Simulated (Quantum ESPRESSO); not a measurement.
# Sn under changes of volume

One of the cells (27.205 Å³/atom); the others are scaled copies at fixed shape and fractional positions:

```xyz
1
Lattice="-1.8947 1.8947 1.8947 1.8947 -1.8947 1.8947 1.8947 1.8947 -1.8947" Properties=species:S:1:pos:R:3 pbc="T T T"
Sn    0.0000    0.0000    0.0000
```

This isn't the form of Sn at room conditions, which is tetragonal (white tin).

| Property | Result |
| --- | --- |
| Program | Quantum ESPRESSO 7.5 |
| Functional | PBEsol |
| Potentials or basis | GBRV 1.5 PBEsol |
| Cutoff | 925 eV |
| Density cutoff | 7401 eV |
| k mesh | 10 × 10 × 10 |
| Occupations | fermi-dirac, width 0.05 eV |
| Spin | no spin polarisation |

| volume (Å³/atom) | energy over the lowest point (meV/atom) | pressure (GPa) |
| --- | --- | --- |
| 25.573 | ? | ? |
| 26.117 | 0.00 | -0.5 |
| 26.661 | 3.00 | -1.5 |
| 27.205 | 9.14 | -2.4 |
| 27.749 | 18.08 | -3.2 |
| 28.293 | 29.53 | -3.9 |
| 28.837 | 43.29 | -4.5 |

Task: What does the run at 25.573 Å³/atom give?

Result: Energy over the lowest point 0.64 meV/atom; pressure 0.6 GPa.

Worked out: A Birch-Murnaghan fit of order 3 (a polynomial in V^(-2/3)) to the other rows has its minimum at 25.91 Å³/atom, just outside them, with B0 = V·E''(V) = 51 GPa and B' = 4.0. It gives 0.45 meV/atom at 25.573 Å³/atom, against the run's 0.64, and -dE/dV = 0.7 GPa, against 0.6.

Energies are extrapolated to zero smearing.
